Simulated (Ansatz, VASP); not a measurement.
One calculation of Hg, two programs

```
Hg
1.0
     3.44194    0.00000    0.00000
    -1.72097    2.98081    0.00000
     0.00000    0.00000   11.06233
Hg
4
Cartesian
  0.0000 0.0000 0.0000
  0.0000 0.0000 5.5312
  0.0000 1.9872 2.7656
  1.7210 0.9936 8.2967
```

Alike in both runs: task single point; functional PBEsol; k mesh 9 × 9 × 3; no spin polarisation.

```csv
,VASP,Ansatz
version,VASP 6.6.1,Ansatz 0.2.0
potentials or method,"VASP PAW PBE potentials, release 64 (Hg)","plane waves, PAW"
plane-wave cutoff (eV),520,420
occupations,"methfessel-paxton of order 1, width 0.3 eV","cold, width 0.3 eV"
valence electrons in the cell,48,80
```

Ansatz gave:

* pressure (GPa): -2.6
* largest component of the traceless stress (GPa): 0.14

**Question.** Which values does VASP return?

**Answer.** Pressure (GPa): -2.5; largest component of the traceless stress (GPa): 0.11.

The two sets of potentials don't hold the same shells in valence. Ansatz warned: «stress_scf_threshold_loose».

Caveats: the PAW data sets were made with another functional, which shifts forces and pressure a little (VASP). Spin-orbit coupling is left out, which matters for the levels of Hg.
